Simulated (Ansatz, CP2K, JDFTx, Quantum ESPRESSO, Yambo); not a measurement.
# BN: band gap by level of theory

The structure is cubic, space group F-43m (No. 216). The conventional cell has a = 3.626 Å, b = 3.626 Å, c = 3.626 Å, α = 90.00°, β = 90.00°, γ = 90.00°. Around N (site symmetry -43m) lie 4 B at 1.57 Å. B (site symmetry -43m) has 4 N at 1.57 Å as nearest neighbours.

| rung | level | program and potentials | cutoff (eV) | k mesh | task | core time | chip | band gap (eV) | notes |
| --- | --- | --- | --- | --- | --- | --- | --- | --- | --- |
| Hartree-Fock | Hartree-Fock on PBE | Yambo, PseudoDojo 0.4.1 SR PBE standard | 1143 | 4 × 4 × 4 | Hartree-Fock levels | 1.1 s | Arm Neoverse V2 | 13.35 | coarse mesh |
| GGA | PBEsol | JDFTx, PseudoDojo-SR-PBEsol-0.4.1-standard with smoothed tails | 1143 | 13 × 13 × 13 | band structure | 4.4 s | Intel Xeon Platinum 8488C Sapphire Rapids | 4.33 | from the band path |
| GGA | PBE | Quantum ESPRESSO, SG15 PBE 1.2 | 1197 | 8 × 8 × 8 | single point | 4.5 s | Arm Neoverse V2 | 4.53 | mesh may miss the edge |
| GGA | PBEsol | JDFTx, SG15-PBE-1.2 with smoothed tails | 1361 | 13 × 13 × 13 | band structure | 5 s | Arm Neoverse V2 | 4.29 | potentials made for PBE; from the band path |
| GGA | AM05 | Quantum ESPRESSO, PseudoDojo 0.4.1 SR PBE standard | 1143 | 13 × 13 × 13 | band structure | 6.8 s | Intel Xeon 6985P-C Granite Rapids | 4.30 | potentials made for PBE; from the band path |
| LDA | LDA | Quantum ESPRESSO, PseudoDojo 0.4.1 SR LDA standard | 1143 | 13 × 13 × 13 | band structure | 7 s | Intel Xeon 6985P-C Granite Rapids | 4.41 | from the band path |
| GGA | PBEsol | Ansatz, all-electron LAPW, scalar-relativistic | - | 13 × 13 × 13 | band structure | 11 s | Arm Neoverse V1 | 4.28 | from the band path |
| GGA | AM05 | Quantum ESPRESSO, SG15 PBE 1.2 | 1197 | 13 × 13 × 13 | band structure | 14 s | Arm Neoverse V2 | 4.28 | potentials made for PBE; from the band path |
| GGA | RPBE | Quantum ESPRESSO, SG15 PBE 1.2 | 1197 | 13 × 13 × 13 | band structure | 14 s | Arm Neoverse V2 | 4.63 | potentials made for PBE; from the band path; far from this level's other runs, cause not traced |
| GGA | PBE | Quantum ESPRESSO, PseudoDojo 0.5 SR PBE stringent | 1143 | 13 × 13 × 13 | band structure | 23 s | Intel Xeon Platinum 8259CL Skylake/Cascade Lake | 4.52 | from the band path |
| GGA | PBE | CP2K, GTH_POTENTIALS N GTH-PADE-q5, B GTH-PADE-q3; DZVP-MOLOPT-SR-GTH basis | - | 13 × 13 × 13 | band structure | 62 s | Arm Neoverse V1 | 4.69 | atomic basis; potentials made for LDA; from the band path |

Times are single runs on shared hosts and different chips, so they are rough; meshes, cutoffs and the tasks' sizes weigh on the time. All rows: no spin polarisation. Gaps are the least found on the k mesh or the band path, and a mesh can miss the band edges. Meshes differ between rows, which moves values too. All levels ran on this one cell, unrelaxed unless noted. Meshes are those of the run's cell of 2 atoms unless a note names another. Misses use the values as printed. Runs on faulty files, with rough fits or with known faults for this quantity aren't shown. No row holds spin-orbit coupling.

Measured: 6.4 eV at 300 K (a printed reference work).

Question: Which of the timed runs without a coarse mesh or an atomic basis is the cheapest that comes within 0.3 eV of the measured band gap?

Answer: None of them does; the nearest misses by -1.77 eV. LDA and GGA gaps fall short mostly because these functionals lack the derivative discontinuity; the runs are for a static lattice, while measurements hold temperature and zero-point motion.
